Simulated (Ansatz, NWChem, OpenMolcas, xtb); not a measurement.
Isomers of C2H2Cl2

2 of its isomers, all singlets with charge 0: A = trans-1,2-dichloroethylene `Cl/C=C/Cl`; B = cis-1,2-Dichloroethene `Cl/C=C\Cl`.

Shapes, held fixed at every level: PBE0-D4/def2-TZVP. Programs: Ansatz 0.2.0, NWChem 7.3.0, OpenMolcas 26.06, xtb 6.7.1. A level may come from different programs for different species; with the same settings they agree closely.

A:

```xyz
6

Cl    1.7263   -0.2677    1.2301
C     0.6135   -0.2351   -0.0730
C    -0.6135    0.2351    0.0730
Cl   -1.7263    0.2677   -1.2301
H     0.9941   -0.6250   -1.0074
H    -0.9940    0.6250    1.0074
```

B:

```xyz
6

Cl    0.7154   -1.8746   -0.4482
C     0.6418   -0.2234   -0.0289
C    -0.4756    0.4757    0.1008
Cl   -2.0467   -0.1465   -0.1276
H     1.6029    0.2461    0.1336
H    -0.4377    1.5228    0.3703
```

Enthalpies at 298 K in kJ/mol, with harmonic thermal terms from PBE0-D4/def2-TZVP. Measured gas-phase heats of formation: A CRC Handbook of Chemistry and Physics; B CRC Handbook of Chemistry and Physics.

| level | kind | B − A |
| --- | --- | --- |
| GFN0-xTB | semi-empirical | 0.0 |
| HF/STO-3G | Hartree–Fock | +5.7 |
| HF/3-21G | Hartree–Fock | +4.4 |
| HF/def2-SVP | Hartree–Fock | +1.0 |
| B3LYP/6-31G* (spherical functions) | global hybrid | -0.1 |
| PBE0/def2-SVP | global hybrid | -2.2 |
| measured | experiment | -0.4 |

Experiment puts B lowest of these. GFN0-xTB (by under 2 kJ/mol), HF/STO-3G, HF/3-21G, HF/def2-SVP (by under 2 kJ/mol) put A lowest. Absolute errors: B3LYP/6-31G* (spherical functions) 0.3; GFN0-xTB 0.4; HF/def2-SVP 1.4; PBE0/def2-SVP 1.8; HF/3-21G 4.8; HF/STO-3G 6.1 kJ/mol.
